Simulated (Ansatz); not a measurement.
# NbN: the cost of one run

Method: DFT PBEsol, scalar-relativistic, plane waves, PAW, in Ansatz 0.2.0.

2 further runs of the same task are left out: 2 set aside as unsound or not needed.

## 1. The structure to begin with

The structure is cubic, space group Fm-3m (No. 225). The conventional cell has a = 4.380 Å, b = 4.380 Å, c = 4.380 Å, α = 90.00°, β = 90.00°, γ = 90.00°. Nb (site symmetry m-3m) has 6 N at 2.19 Å in its first shell of neighbours. N (site symmetry m-3m) has 6 Nb at 2.19 Å in its first shell of neighbours.

Coordinates:

```
CELL_PARAMETERS angstrom
0.00000 2.19025 2.19025
2.19025 0.00000 2.19025
2.19025 2.19025 0.00000
ATOMIC_POSITIONS crystal
Nb 0.50000 0.50000 0.50000
N 0.00000 0.00000 0.00000
```

It is the result of an earlier relaxation at this level (volume 10.51 Å³/atom; gap on the mesh: none (metal)).

## 2. Bulk reference on the slab's mesh

Contents of input.yaml:

```yaml
crystal:
  lattice:
    - [3.0974787948, 0.0, 0.0]
    - [0.0, 4.3804965207, 0.0]
    - [1.5487393974, 2.1902482604, 1.5487393974]
  atoms:
    - { symbol: Nb, position: [0.0, 0.5, 0.0] }
    - { symbol: "N", position: [0.0, 0.0, 0.0] }
basis:
  ecutwfc: 420
kpoints:
  mp_grid: { grid: [11, 8, 22] }
hamiltonian:
  xc: pbesol
scf:
  occupations: { method: gaussian, width: 0.1 }
output:
  forces: true
  stress: true
  eigenvalues: true
```

On the command line:

```
$ ansatz run input.yaml --threads 2 --pin off --max-ram 5120MiB --backend cpu --events-out ev --progress --plain --runs-dir out
```

**Question.** How long does this run take on 2 threads of Arm Neoverse V2, shared host, and how much memory does it need?

About 5.4 s, with a peak of 0.44 GiB.
